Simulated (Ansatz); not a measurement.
# BeS: energy against volume in PBE, exact exchange and the RPA

An exercise on one series of results from a longer session: the logs are not shown, and one member is left open.

Program: Ansatz 0.2.0. PBE orbitals, norm-conserving pseudopotentials, plane waves. No spin polarisation and no zero-point or thermal motion; the cell was built from a prototype and may be hypothetical.

## The cell

The cell was relaxed beforehand with r2SCAN; volume changes: +0 %, -5 %, +5 %, -10 %, +10 %.

Space group Fm-3m (No. 225), cubic; conventional cell a = 4.635 Å, 12.44 Å³ an atom. Around Be lie 6 S at 2.32 Å; around S lie 6 Be at 2.32 Å.

Structure file:

```cif
data_structure
_symmetry_space_group_name_H-M 'Fm-3m'
_symmetry_Int_Tables_number 225
_cell_length_a 4.6346
_cell_length_b 4.6346
_cell_length_c 4.6346
_cell_angle_alpha 90.000
_cell_angle_beta 90.000
_cell_angle_gamma 90.000
_cell_volume 99.55
loop_
_atom_site_label
_atom_site_type_symbol
_atom_site_symmetry_multiplicity
_atom_site_Wyckoff_symbol
_atom_site_fract_x
_atom_site_fract_y
_atom_site_fract_z
_atom_site_occupancy
Be1 Be 4 a 0.00000 0.00000 0.00000 1
S1 S 4 b 0.50000 0.00000 0.00000 1
```

Set-up of the first run:

File input.yaml:

```yaml
crystal:
  lattice:
    - [0.0, 2.317297217, 2.317297217]
    - [2.317297217, 0.0, 2.317297217]
    - [2.317297217, 2.317297217, 0.0]
  atoms:
    - { symbol: Be, position: [0.0, 0.0, 0.0] }
    - { symbol: S, position: [0.5, 0.5, 0.5] }
kpoints:
  mp_grid: { grid: [6, 6, 6] }
hamiltonian:
  xc: pbe
  pseudopotentials: { kind: nc }
scf:
  occupations: { method: fixed }
output:
  rpa_energy:
    ecut_chi_ladder: [210, 235, 260, 289, 318]
    long_wavelength: optical_limit
  write_density: true
  write_potential: true
  elf: true
  volumetric_format: npy
basis:
  ecutwfc: 1800.0
```

Steps of the session up to this table: The unscaled cell; Volume -5 %; Volume +5 %; Volume -10 %; Volume +10 %.

One table of the session follows, with a row left open; its other results are not shown here.

Energies in meV/atom from the unscaled cell:

```
volume (Å³/atom)   PBE  exact exchange  EXX+RPA  RPA correlation
          11.199  47.8           112.3     33.0            -79.3
          11.821     ?               ?        ?                ?
          12.444   0.0             0.0      0.0              0.0
          13.066  10.2           -13.2     17.1             30.3
          13.688  36.7            -5.3     51.6             56.9
```

**Question.** Estimate the row for volume (Å³/atom) = 11.821.

Worked estimate for «PBE». A straight line through the neighbours (11.199, 47.8) and (12.444, 0.0) gives 47.8 + (0.0 − 47.8) × (11.821 − 11.199) / (12.444 − 11.199) = 23.9; a parabola fitted to 3 rows on both sides gives 12.5.

The run gave: PBE: 10.6; exact exchange: 39.6; EXX+RPA: 2.7; RPA correlation: -36.9. In «PBE» the line misses by +13.3 and the parabola by +1.9.
